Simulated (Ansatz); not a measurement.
# GaAs: a relaxation, part 2 of 2

This session takes GaAs and sets out to find the bulk's equilibrium cell, then relax bulk Cs.

Ansatz 0.2.0; DFT PBEsol, scalar-relativistic, plane waves, PAW. Earlier steps stand in the parts before.

**6. Relaxing cell and atoms (Cs)**

Input file input.yaml:

```yaml
crystal:
  lattice:
    - [-3.12846506, 3.12846506, 3.12846506]
    - [3.12846506, -3.12846506, 3.12846506]
    - [3.12846506, 3.12846506, -3.12846506]
  atoms:
    - { symbol: Cs, position: [0.0, 0.0, 0.0] }
basis:
  ecutwfc: 420
kpoints:
  mp_grid: { grid: [10, 10, 10] }
hamiltonian:
  xc: pbesol
scf:
  occupations: { method: gaussian, width: 0.1 }
output:
  forces: true
  stress: true
  eigenvalues: true
relax:
  adjacent_minimum: "off"
  f_tol: 0.005
  max_steps: 80
  cell: { stress_tol: 0.05 }
```

Launch:

```console
> ansatz run input.yaml --threads 8 --pin off --max-ram 20480MiB --backend cpu --events-out ev --progress --plain --runs-dir out
```

The log of the run:

```text
Warning: RAYON_NUM_THREADS=8 ignored (pool sized by the plan → 8); use --threads N
Engine: ansatz 0.2.0, aarch64-unknown-linux-gnu
Pseudopotentials: kind: paw
Pseudopotential: Cs, paw, valence charge 9, recommended cutoff 420 eV (normal), Cs.paw.azcp
Functional definition: PBEsol
  exchange = pbesol_x
  correlation = pbesol_c
Crystal: 1 atoms, lattice volume = 122.477 Å³
Basis set: ecut = 420 eV, 2347 PW (Γ), exchange–correlation on 80×80×80 points (8 copies of the dense FFT grid, shifted against one another)
Bands: 9, of which v1, the nominal top of the filled ones, is band 5 counted from 1 (4 counted from 0)
Symmetry: 48 space group operations
Space group: Im-3m (ITA 229), of the structure as read, at distance tolerance 5.0e-5 Å
k-points: 47 of 1000
Non-local potential: Cs, projectors of the file, l = 0: 3, l = 1: 2, l = 2: 2, l = 3: 2
PAW form: soft (Blöchl's): semilocal exchange-correlation on the pseudo side does not see the compensation charge
PAW frozen core: Cs, regenerated for the run's functional, and the local potential with it (the file was generated under x = pbe(κ = 0.804, μ = 0.2195149727645171), c = pbe(β = 0.06672455060314922))
PAW one-centre angular grid: Cs, 194 points (default); XC on 64 Gauss nodes
Initial density: superposition of atomic densities (neutral atoms: chi_scale 0, normalization atom), corrected by the library's trained network
Initial wavefunctions: pseudopotential atomic-orbital guess
Functional: x = pbesol(κ = 0.804, μ = 0.12345679012345678), c = pbesol(β = 0.046)
SCF iter   1: F=—  HF=-5585.785252 eV  |F-HF|=—  |Δ(HF+E_count)|=         —  Δρ=4.82e-4  dr2=3.08e-4  ethr=1.77e-3  ⟨swp⟩=6.0  Hψ=3472  notcnv=0
preconditioner: auto → Kerker (q_TF=auto, 1.766 Å⁻¹)  [metal: Δε(μ)=0.052 eV  Ē_g=2.640 eV  σ=0.100 eV  W_gap=0.28  n_scr=12 (ndim 8)  ℏωp=3.4 eV  f_vac=0.000  D(μ)=1.81/eV (n_scr^D=12)]
SCF iter   2: F=—  HF=-5585.785600 eV  |F-HF|=—  |Δ(HF+E_count)|=   3.48e-4  Δρ=3.01e-4  dr2=1.49e-4  ethr=3.42e-6  ⟨swp⟩=2.2  Hψ=1024  notcnv=0
SCF iter   3: F=—  HF=-5585.785671 eV  |F-HF|=—  |Δ(HF+E_count)|=   7.14e-5  Δρ=8.99e-5  dr2=1.07e-5  ethr=1.65e-6  ⟨swp⟩=2.0  Hψ=627  notcnv=0
SCF iter   4: F=—  HF=-5585.785672 eV  |F-HF|=—  |Δ(HF+E_count)|=   4.31e-7  Δρ=3.48e-5  dr2=4.19e-6  ethr=1.18e-7  ⟨swp⟩=2.0  Hψ=622  notcnv=0
SCF iter   5: F=—  HF=-5585.785671 eV  |F-HF|=—  |Δ(HF+E_count)|=   1.16e-7  Δρ=1.49e-5  dr2=2.97e-7  ethr=4.66e-8  ⟨swp⟩=2.5  Hψ=583  notcnv=0
SCF iter   6: F=-5585.785671 eV  HF=-5585.785671 eV  |F-HF|=5.09e-9  |Δ(HF+E_count)|=   8.94e-8  Δρ=1.37e-6  dr2=3.06e-9  ethr=1.11e-9  ⟨swp⟩=5.8  Hψ=2217  notcnv=0
SCF 1 converged in 6 iterations: F = -5585.785671 eV  dr2 = 3.06e-9
relax step   1: F+E_penalty+E_count = -5585.78567149 eV  Δ(F+E_penalty+E_count) = +0.000e0 eV  max|allowed force component| = 0.000e0 eV/Å  Δτ_max = 0.0000 Å  P = -0.200 GPa  Ω = 122.477 Å³  (6 SCF iters, dr2 threshold 1.00e-7 eV, accepted)
Crystal: 1 atoms, lattice volume = 121.607 Å³
Initial density: handed on by an earlier stage of this run
Initial wavefunctions: those handed on with the density
iter 1 solved again at ethr=4.54e-8 eV; its pass at ethr=3.10e-3 eV (dr2=4.08e-6 eV) is discarded
SCF iter   1: F=—  HF=-5585.786731 eV  |F-HF|=—  |Δ(HF+E_count)|=         —  Δρ=1.58e-5  dr2=5.92e-7  ethr=4.54e-8  ⟨swp⟩=3.0  Hψ=4159  notcnv=0
preconditioner: auto → Kerker (q_TF=auto, 1.768 Å⁻¹)  [metal: Δε(μ)=0.051 eV  Ē_g=2.652 eV  σ=0.100 eV  W_gap=0.28  n_scr=12 (ndim 8)  ℏωp=3.4 eV  f_vac=0.000  D(μ)=1.81/eV (n_scr^D=12)]
SCF iter   2: F=—  HF=-5585.786731 eV  |F-HF|=—  |Δ(HF+E_count)|=   6.48e-7  Δρ=9.76e-6  dr2=2.71e-7  ethr=6.58e-9  ⟨swp⟩=1.0  Hψ=423  notcnv=0
SCF iter   3: F=-5585.786730 eV  HF=-5585.786730 eV  |F-HF|=4.31e-9  |Δ(HF+E_count)|=   3.01e-7  Δρ=2.28e-6  dr2=1.36e-8  ethr=1.11e-9  ⟨swp⟩=3.9  Hψ=2158  notcnv=0
SCF 2 converged in 3 iterations: F = -5585.786730 eV  dr2 = 1.36e-8
relax step   2: F+E_penalty+E_count = -5585.78673040 eV  Δ(F+E_penalty+E_count) = -1.059e-3 eV  max|allowed force component| = 0.000e0 eV/Å  Δτ_max = 0.0000 Å  P = -0.190 GPa  Ω = 121.607 Å³  energy of the carried Pulay correction = +8.167e-7 eV  (3 SCF iters, dr2 threshold 9.97e-8 eV, accepted)
Crystal: 1 atoms, lattice volume = 106.697 Å³
Basis set: ecut = 420 eV, 2093 PW (Γ), exchange–correlation on 80×80×80 points (8 copies of the dense FFT grid, shifted against one another)
iter 1 solved again at ethr=2.69e-6 eV; its pass at ethr=3.10e-3 eV (dr2=2.42e-4 eV) is discarded
SCF iter   1: F=—  HF=-5585.795041 eV  |F-HF|=—  |Δ(HF+E_count)|=         —  Δρ=3.42e-4  dr2=3.06e-4  ethr=2.69e-6  ⟨swp⟩=3.2  Hψ=4630  notcnv=0
preconditioner: auto → Kerker (q_TF=auto, 1.807 Å⁻¹)  [metal: Δε(μ)=0.011 eV  Ē_g=2.782 eV  σ=0.100 eV  W_gap=0.06  n_scr=12 (ndim 8)  ℏωp=3.6 eV  f_vac=0.000  D(μ)=1.89/eV (n_scr^D=12)]
SCF iter   2: F=—  HF=-5585.794926 eV  |F-HF|=—  |Δ(HF+E_count)|=   1.15e-4  Δρ=2.16e-4  dr2=1.41e-4  ethr=2.69e-6  ⟨swp⟩=1.0  Hψ=423  notcnv=0
SCF iter   3: F=—  HF=-5585.794851 eV  |F-HF|=—  |Δ(HF+E_count)|=   7.52e-5  Δρ=6.07e-5  dr2=6.33e-6  ethr=1.57e-6  ⟨swp⟩=2.6  Hψ=612  notcnv=0
SCF iter   4: F=—  HF=-5585.794852 eV  |F-HF|=—  |Δ(HF+E_count)|=   1.32e-6  Δρ=1.29e-5  dr2=3.04e-7  ethr=7.03e-8  ⟨swp⟩=2.3  Hψ=639  notcnv=0
SCF iter   5: F=-5585.794853 eV  HF=-5585.794853 eV  |F-HF|=1.62e-8  |Δ(HF+E_count)|=   1.69e-7  Δρ=4.09e-6  dr2=2.83e-8  ethr=1.00e-9  ⟨swp⟩=6.0  Hψ=2324  notcnv=0
SCF 3 converged in 5 iterations: F = -5585.794853 eV  dr2 = 2.83e-8
relax step   3: F+E_penalty+E_count = -5585.79485262 eV  Δ(F+E_penalty+E_count) = -8.122e-3 eV  max|allowed force component| = 0.000e0 eV/Å  Δτ_max = 0.0000 Å  P = +0.037 GPa  Ω = 106.697 Å³  energy of the carried Pulay correction = +1.578e-5 eV  (5 SCF iters, dr2 threshold 9.03e-8 eV, accepted)
Crystal: 1 atoms, lattice volume = 108.891 Å³
Basis set: ecut = 420 eV, 2123 PW (Γ), exchange–correlation on 80×80×80 points (8 copies of the dense FFT grid, shifted against one another)
iter 1 solved again at ethr=3.01e-8 eV; its pass at ethr=3.10e-3 eV (dr2=2.71e-6 eV) is discarded
SCF iter   1: F=—  HF=-5585.795082 eV  |F-HF|=—  |Δ(HF+E_count)|=         —  Δρ=6.65e-5  dr2=1.18e-5  ethr=3.01e-8  ⟨swp⟩=3.4  Hψ=4407  notcnv=0
eigensolver tolerance schedule calibrated: the retry pair's looser diagonalisation under-reported the residual by θ = 0.77 (0.15/decade); ethr = c·dr2/N_el runs at the constant in force after the calibration composes with the one it found (an armed cap, an earlier calibration), c = 4.2e-2
preconditioner: auto → Kerker (q_TF=auto, 1.801 Å⁻¹)  [metal: Δε(μ)=0.032 eV  Ē_g=2.763 eV  σ=0.100 eV  W_gap=0.18  n_scr=12 (ndim 8)  ℏωp=3.6 eV  f_vac=0.000  D(μ)=1.88/eV (n_scr^D=12)]
SCF iter   2: F=—  HF=-5585.795074 eV  |F-HF|=—  |Δ(HF+E_count)|=   7.68e-6  Δρ=4.14e-5  dr2=5.28e-6  ethr=3.01e-8  ⟨swp⟩=2.4  Hψ=637  notcnv=0
SCF iter   3: F=—  HF=-5585.795070 eV  |F-HF|=—  |Δ(HF+E_count)|=   4.02e-6  Δρ=1.05e-5  dr2=2.52e-7  ethr=2.49e-8  ⟨swp⟩=2.0  Hψ=637  notcnv=0
SCF iter   4: F=—  HF=-5585.795070 eV  |F-HF|=—  |Δ(HF+E_count)|=   6.02e-8  Δρ=2.63e-6  dr2=1.16e-8  ethr=1.19e-9  ⟨swp⟩=2.0  Hψ=631  notcnv=0
SCF iter   5: F=—  HF=-5585.795070 eV  |F-HF|=—  |Δ(HF+E_count)|=   1.43e-8  Δρ=4.82e-7  dr2=3.84e-10  ethr=5.47e-11  ⟨swp⟩=2.0  Hψ=602  notcnv=0
SCF iter   6: F=—  HF=-5585.795070 eV  |F-HF|=—  |Δ(HF+E_count)|=  6.61e-10  Δρ=1.39e-7  dr2=3.41e-11  ethr=1.81e-12  ⟨swp⟩=2.0  Hψ=592  notcnv=0
SCF iter   7: F=-5585.795070 eV  HF=-5585.795070 eV  |F-HF|=9.09e-13  |Δ(HF+E_count)|=  6.37e-11  Δρ=2.90e-8  dr2=1.27e-12  ethr=1.00e-12  ⟨swp⟩=5.5  Hψ=1500  notcnv=0
SCF 4 converged in 7 iterations: F = -5585.795070 eV  dr2 = 1.27e-12
relax step   4: F+E_penalty+E_count = -5585.79507007 eV  Δ(F+E_penalty+E_count) = -2.175e-4 eV  max|allowed force component| = 0.000e0 eV/Å  Δτ_max = 0.0000 Å  P = -0.005 GPa  Ω = 108.891 Å³  energy of the carried Pulay correction = +1.346e-5 eV  (7 SCF iters, accepted)
Basis set: ecut = 420 eV, 2123 PW (Γ), exchange–correlation on 72×72×72 points (8 copies of the dense FFT grid, shifted against one another)
Initial wavefunctions: pseudopotential atomic-orbital guess (no wavefunctions were taken with the density)
iter 1 solved again at ethr=7.09e-8 eV; its pass at ethr=3.10e-3 eV (dr2=6.38e-6 eV) is discarded
SCF iter   1: F=—  HF=-5585.795053 eV  |F-HF|=—  |Δ(HF+E_count)|=         —  Δρ=5.35e-6  dr2=3.01e-9  ethr=7.09e-8  ⟨swp⟩=3.3  Hψ=4949  notcnv=0
preconditioner: auto → Kerker (q_TF=auto, 1.801 Å⁻¹)  [metal: Δε(μ)=0.033 eV  Ē_g=2.764 eV  σ=0.100 eV  W_gap=0.18  n_scr=12 (ndim 8)  ℏωp=3.6 eV  f_vac=0.000  D(μ)=1.88/eV (n_scr^D=12)]
SCF iter   2: F=—  HF=-5585.795053 eV  |F-HF|=—  |Δ(HF+E_count)|=   8.88e-8  Δρ=2.82e-6  dr2=8.66e-10  ethr=3.34e-11  ⟨swp⟩=2.1  Hψ=643  notcnv=0
SCF iter   3: F=-5585.795053 eV  HF=-5585.795053 eV  |F-HF|=2.73e-12  |Δ(HF+E_count)|=   2.72e-9  Δρ=6.46e-8  dr2=1.84e-12  ethr=1.00e-12  ⟨swp⟩=5.4  Hψ=2402  notcnv=0
SCF 5 converged in 3 iterations: F = -5585.795053 eV  dr2 = 1.84e-12
relax step   5: F+E_penalty+E_count = -5585.79505250 eV  Δ(F+E_penalty+E_count) = +1.757e-5 eV  max|allowed force component| = 0.000e0 eV/Å  Δτ_max = 0.0000 Å  P = -0.004 GPa  Ω = 108.891 Å³  stress off target by 4.49e-3 GPa  SCF on the basis re-selected at this cell (its energy is not comparable with the rows above)  (3 SCF iters)
basis re-selected at this cell: Δ(F+E_penalty+E_count) = +1.757e-5 eV, ΔP = +0.000 GPa vs the last step (what re-selecting the basis moved, of the pressure what is left beyond the Pulay correction that the steps carried, after the strain that the cell walked since its last selection, with what the two solves' SCF thresholds leave and, on support functions, any second-order correction that the steps lacked; it is no measure of the basis error at this ecutwfc). The dense FFT grid was sized anew with the basis: this SCF ran on 36×36×36 points, the steps before it on 40×40×40, so part of this shift can come from that change (see relax.cell in the input reference). This SCF's stress stands 4.49e-3 GPa from its target on what of the cell is left free (relax.cell.stress_tol is 5.00e-2 GPa) and its largest allowed force component is 0.00e0 eV/Å (relax.f_tol is 5.00e-3 eV/Å): within both
SCF converged after 3 iterations
Free energy (F): -5585.795053 eV
Harris-Foulkes:  -5585.795053 eV  (|F-HF|=2.73e-12)
Internal energy: -5585.785650 eV  (E = F + TS)
E sigma→0 (E₀):  -5585.790351 eV
Entropy (-TS):   -0.009402 eV (-9.402 meV/atom)
Fermi energy:    2.386478 eV
--- Per-component energies (eV) ---
  E_band       = -90.343714
  E_kinetic    = 140.967288
  E_local      = -384.627005  (includes V_loc(G=0)·N_el)
  E_nonlocal   = 31.296139
  E_hartree    = 134.073578
  E_xc         = -171.302319
  E_vxc        = -124.275431  (∫ρ·V_xc dr)
  E_paw        = -4983.580498  (= ΣΔE_a)
  E_vpaw       = -21.851878  (= ΣTr[D̂ρ^β])
  E_aug_tail   = -0.000001  (compensation charges beyond the density's cutoff)
  E_ewald      = -352.756992
  E_core_change = 0.144160  (= ΣΔE_core)
  E_smearing   = -0.009402  (= −TS)
  E_closure    = -0.000000  (closes the sum)
  Σ components = -5585.795053   (vs F -5585.795053, Δ=0.00e0)
--- Forces (eV/Å), atoms counted from 1 ---
  atom   1  Cs    -0.00000000    -0.00000000     0.00000000
  max |Σ_I F_I| component: 1.15e-31 eV/Å
--- Stress (GPa, compression-positive) ---
       -0.004485       0.000000       0.000000
        0.000000      -0.004485       0.000000
       -0.000000      -0.000000      -0.004485
  P = ⅓ Tr σ = -0.0045 GPa (-0.045 kbar)
--- Band table (eV; the first three rows and the last of 47) ---
  k-point 0: bands = ["-21.4367", "-8.1429", "-8.1429", "-8.1429", "0.6420", "4.9135", "4.9135", "4.9135", "5.8275"]
  k-point 1: bands = ["-21.4359", "-8.1595", "-8.1482", "-8.1430", "0.7590", "4.7864", "4.7982", "5.0299", "5.6408"]
  k-point 2: bands = ["-21.4337", "-8.2023", "-8.1620", "-8.1431", "1.0916", "4.3793", "4.5173", "5.3740", "5.6019"]
  k-point 46: bands = ["-21.4212", "-8.2609", "-8.2609", "-8.2609", "2.9943", "2.9943", "5.5033", "5.5033", "5.5033"]
--- Relaxed structure (4 steps of the walk, 4 accepted, 1 SCFs on fresh bases) ---
  F+E_penalty+E_count = -5585.79505250 eV   max|allowed force component| = 0.000e0 eV/Å   (the final SCF, on the basis selected at the relaxed cell)
  cell:  # Å, volume = 108.8913 Å³
    - [-3.0082305184185496, 3.0082305184185496, 3.0082305184185496]
    - [3.0082305184185496, -3.0082305184185496, 3.0082305184185496]
    - [3.0082305184185496, 3.0082305184185496, -3.0082305184185496]
  atoms:
    - { symbol: Cs, position: [0.0, 0.0, 0.0] }
```

It took 3.1 s on 8 threads of Arm Neoverse V1, shared host; peak memory 0.47 GiB.

Step by step:

```
step  E - E(step 1) (eV/cell)  largest force component (eV/Å)  pressure (GPa)  volume (Å³)
   1                   0.0000                          0.0000           -0.20       122.48
   2                  -0.0011                          0.0000           -0.19       121.61
   3                  -0.0092                          0.0000            0.04       106.70
   4                  -0.0094                          0.0000            0.00       108.89
   5                  -0.0094                          0.0000            0.00       108.89
```

Step 1 is the start. Step 5 repeats the geometry before it on a plane-wave basis chosen anew for that cell, so its energy need not be comparable with the rows above.

Lengths and angles in the start's conventional setting:

|  | before | after | change |
| --- | --- | --- | --- |
| a (Å) | 6.257 | 6.016 | -3.8 % |
| b (Å) | 6.257 | 6.016 | -3.8 % |
| c (Å) | 6.257 | 6.016 | -3.8 % |
| volume (Å³/atom) | 122.48 | 108.89 | -11.1 % |
| shortest distance (Å) | 5.419 | 5.210 | -3.8 % |
| space group (0.01 Å) | Im-3m | Im-3m | same |

Forces and stress were held to the start's 48 operations: a distortion of lower symmetry was not tested.

**7. Variant: occupations.width 0.025, dr2_threshold 1.0e-08, mixing.algorithm anderson, mixing.beta 0.7**

Input file input.yaml:

```yaml
crystal:
  lattice:
    - [-3.0082305184, 3.0082305184, 3.0082305184]
    - [3.0082305184, -3.0082305184, 3.0082305184]
    - [3.0082305184, 3.0082305184, -3.0082305184]
  atoms:
    - { symbol: Cs, position: [0.0, 0.0, 0.0] }
basis:
  ecutwfc: 420
kpoints:
  mp_grid: { grid: [10, 10, 10] }
hamiltonian:
  xc: pbesol
scf:
  occupations: { method: gaussian, width: 0.025 }
  convergence: { dr2_threshold: 1.0e-08 }
  mixing: { algorithm: anderson, beta: 0.7 }
output:
  forces: true
  eigenvalues: true
  stress: true
```

Launch:

```console
> ansatz run input.yaml --threads 8 --pin off --max-ram 20480MiB --backend cpu --events-out ev --progress --plain --runs-dir out
```

The log of the run, shortened:

```text
Warning: output.stress: scf.convergence.dr2_threshold = 1e-8 eV is looser than the 1e-10 eV advised for a printed stress (1e-10 eV for each atom of the cell: 1). What an SCF threshold leaves in a stress goes as its square root, and in the free energy as the threshold itself, and one [...]
Warning: RAYON_NUM_THREADS=8 ignored (pool sized by the plan → 8); use --threads N
[...]
Pseudopotentials: kind: paw
Pseudopotential: Cs, paw, valence charge 9, recommended cutoff 420 eV (normal), Cs.paw.azcp
Functional definition: PBEsol
[...]
Crystal: 1 atoms, lattice volume = 108.891 Å³
Basis set: ecut = 420 eV, 2123 PW (Γ), exchange–correlation on 72×72×72 points (8 copies of the dense FFT grid, shifted against one another)
Bands: 9, of which v1, the nominal top of the filled ones, is band 5 counted from 1 (4 counted from 0)
Symmetry: 48 space group operations
Space group: Im-3m (ITA 229), of the structure as read, at distance tolerance 4.8e-5 Å
k-points: 47 of 1000
[...]
SCF iter   1: F=—  HF=-5585.789058 eV  |F-HF|=—  |Δ(HF+E_count)|=         —  Δρ=5.06e-4  dr2=2.58e-4  ethr=1.77e-3  ⟨swp⟩=6.1  Hψ=3614  notcnv=0
[...]
SCF iter   6: F=-5585.789432 eV  HF=-5585.789432 eV  |F-HF|=2.99e-9  |Δ(HF+E_count)|=   1.08e-7  Δρ=1.39e-6  dr2=1.03e-9  ethr=1.11e-10  ⟨swp⟩=6.4  Hψ=2176  notcnv=0
[...]
SCF converged after 6 iterations
Stability not checked: this state was not tested for a lower state beside it, because the mixer in use, unlike msr1, does not test its closes by its own steps (another_mixer; see scf.mixing.algorithm and scf.lower_state_search)
Free energy (F): -5585.789432 eV
[...]
E sigma→0 (E₀):  -5585.788730 eV
Entropy (-TS):   -0.001404 eV (-1.404 meV/atom)
Fermi energy:    2.398914 eV
[...]
--- Forces (eV/Å), atoms counted from 1 ---
  atom   1  Cs     0.00000000    -0.00000000     0.00000000
[...]
--- Stress (GPa, compression-positive) ---
       -0.009030       0.000000       0.000000
       -0.000000      -0.009030      -0.000000
       -0.000000      -0.000000      -0.009030
  P = ⅓ Tr σ = -0.0090 GPa (-0.090 kbar)
--- Band table (eV; the first three rows and the last of 47) ---
  k-point 0: bands = ["-21.4365", "-8.1427", "-8.1427", "-8.1427", "0.6421", "4.9133", "4.9133", "4.9133", "5.8280"]
[...]
```

Wall time 0.63 s (8 threads of Arm Neoverse V1, shared host); peak memory 0.42 GiB.

```csv
run,ending,energy change,pressure (GPa),gap (eV),force (eV/Å),cycles,time
step 6,converged,0,0.0,0.00,0.00,-,3.1 s
variant,converged,+1.6 meV/atom (σ→0),0.0,0.00,0.00,6,0.63 s
```

Changing the smearing, convergence setting and mixing moves the energy by +1.6 meV/atom (σ→0 values).

**8. Relaxation repeated from the new cell (Cs)**

Edit input.yaml of step 6 so:

```diff
@@ -2,5 +2,5 @@
   lattice:
-    - [-3.12846506, 3.12846506, 3.12846506]
-    - [3.12846506, -3.12846506, 3.12846506]
-    - [3.12846506, 3.12846506, -3.12846506]
+    - [-3.0082305184, 3.0082305184, 3.0082305184]
+    - [3.0082305184, -3.0082305184, 3.0082305184]
+    - [3.0082305184, 3.0082305184, -3.0082305184]
   atoms:
```

Launch:

```console
> ansatz run input.yaml --threads 8 --pin off --max-ram 20480MiB --backend cpu --events-out ev --progress --plain --runs-dir out
```

The log of the run, shortened:

```text
Warning: RAYON_NUM_THREADS=8 ignored (pool sized by the plan → 8); use --threads N
[...]
Pseudopotentials: kind: paw
Pseudopotential: Cs, paw, valence charge 9, recommended cutoff 420 eV (normal), Cs.paw.azcp
Functional definition: PBEsol
[...]
Crystal: 1 atoms, lattice volume = 108.891 Å³
Basis set: ecut = 420 eV, 2123 PW (Γ), exchange–correlation on 72×72×72 points (8 copies of the dense FFT grid, shifted against one another)
Bands: 9, of which v1, the nominal top of the filled ones, is band 5 counted from 1 (4 counted from 0)
Symmetry: 48 space group operations
Space group: Im-3m (ITA 229), of the structure as read, at distance tolerance 4.8e-5 Å
k-points: 47 of 1000
[...]
SCF iter   1: F=—  HF=-5585.794691 eV  |F-HF|=—  |Δ(HF+E_count)|=         —  Δρ=5.05e-4  dr2=2.53e-4  ethr=1.77e-3  ⟨swp⟩=6.0  Hψ=3467  notcnv=0
[...]
E sigma→0 (E₀):  -5585.790351 eV
Entropy (-TS):   -0.009402 eV (-9.402 meV/atom)
Fermi energy:    2.386477 eV
[...]
--- Forces (eV/Å), atoms counted from 1 ---
  atom   1  Cs     0.00000000    -0.00000000     0.00000000
[...]
--- Stress (GPa, compression-positive) ---
       -0.004485       0.000000       0.000000
        0.000000      -0.004485      -0.000000
        0.000000      -0.000000      -0.004485
  P = ⅓ Tr σ = -0.0045 GPa (-0.045 kbar)
--- Band table (eV; the first three rows and the last of 47) ---
  k-point 0: bands = ["-21.4367", "-8.1429", "-8.1429", "-8.1429", "0.6420", "4.9134", "4.9134", "4.9134", "5.8275"]
[...]
--- Relaxed structure (1 steps of the walk, 1 accepted, 1 SCFs on fresh bases) ---
  F+E_penalty+E_count = -5585.79505250 eV   max|allowed force component| = 0.000e0 eV/Å   (the final SCF, on the basis selected at the relaxed cell)
  cell:  # Å, volume = 108.8913 Å³
    - [-3.0082305184, 3.0082305184, 3.0082305184]
    - [3.0082305184, -3.0082305184, 3.0082305184]
    - [3.0082305184, 3.0082305184, -3.0082305184]
  atoms:
    - { symbol: Cs, position: [0.0, 0.0, 0.0] }
```

Run time: 1.2 s. Hardware: 8 threads of Arm Neoverse V1, shared host; peak memory 0.43 GiB.

Step by step:

| step | energy from step 1 (eV/cell) | largest force component (eV/Å) | pressure (GPa) | volume (Å³) |
| --- | --- | --- | --- | --- |
| 1 | 0.0000 | 0.0000 | 0.00 | 108.89 |
| 2 | 0.0000 | 0.0000 | 0.00 | 108.89 |

Step 1 is the start. Step 2 repeats the geometry before it on a plane-wave basis chosen anew for that cell, so its energy need not be comparable with the rows above.

Lengths and angles in the start's conventional setting:

|  | before | after | change |
| --- | --- | --- | --- |
| a (Å) | 6.016 | 6.016 | 0.0 % |
| b (Å) | 6.016 | 6.016 | 0.0 % |
| c (Å) | 6.016 | 6.016 | 0.0 % |
| volume (Å³/atom) | 108.89 | 108.89 | 0.0 % |
| shortest distance (Å) | 5.210 | 5.210 | 0.0 % |
| space group (0.01 Å) | Im-3m | Im-3m | same |

Forces and stress were held to the start's 48 operations: a distortion of lower symmetry was not tested.

**9. Outcome**

What follows sums up all 2 parts. Changes of volume or cell count from the first structure of part 1.

| quantity | value |
| --- | --- |
| bulk: relaxed cell (conventional) | a = 5.658 Å, b = 5.658 Å, c = 5.658 Å, α = 90.00°, β = 90.00°, γ = 90.00° |
| bulk: space group (0.01 Å) | F-43m (No. 216) |
| bulk: volume | 22.64 Å³/atom |
| bulk: formation energy (elements from runs with the same settings, not shown) | -0.32 eV/atom |

**Reading.** The bulk cell shrank by 4.7 % in volume on relaxing. Measured lattice constant a of GaAs: 5.65325 Å (298 K; a printed reference work, textbook). This calculation gives 5.658 Å (+0.1 %). That is the cell relaxed with PBEsol, without thermal expansion or zero-point motion.
